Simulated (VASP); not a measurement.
A run of VASP 6.6.1 is set up as follows.

File INCAR:

```
SYSTEM = Ag
  PREC = Accurate
  ENCUT = 600
  EDIFF = 1E-7
  ISMEAR = -1
  SIGMA = 0.05
  LREAL = .False.
  LASPH = .True.
  NELM = 80
  ALGO = Fast
  ISIF = 3
  LWAVE = .False.
  LCHARG = .False.
  GGA = RP
  IVDW = 13
  IBRION = 2
  NSW = 40
  EDIFFG = -0.01
```

The input KPOINTS:

```
regular mesh
0
Gamma
  11 11 11
  0 0 0
```

File POSCAR:

```
Ag
1.0
    0.0000000000      2.0427500000      2.0427500000
    2.0427500000      0.0000000000      2.0427500000
    2.0427500000      2.0427500000      0.0000000000
Ag
1
Direct
    0.0000000000      0.0000000000      0.0000000000
```

Potentials or basis: VASP PAW PBE potentials, release 64 (Ag).

Launch:

```sh
$ cat potpaw_PBE.64/Ag/POTCAR > POTCAR
$ mpirun -np 1 vasp_std > vasp.out
```

(1) Predict the space group after relaxing (to 0.05 Å).

(2) Predict the dispersion energy per atom.

(3) What does it give for the relaxed cell?

(4) Estimate the relaxed volume.

Answers

(1) Fm-3m (No. 225).

(2) -1.131 eV.

(3) a = 2.877 Å, b = 2.877 Å, c = 2.877 Å, α = 60.00°, β = 60.00°, γ = 60.00°.

(4) 16.84 Å³/atom.

Caveat: the PAW data sets were made with another functional, which shifts forces and pressure a little; pairwise dispersion overbinds metals, which lowers pressure and volume.
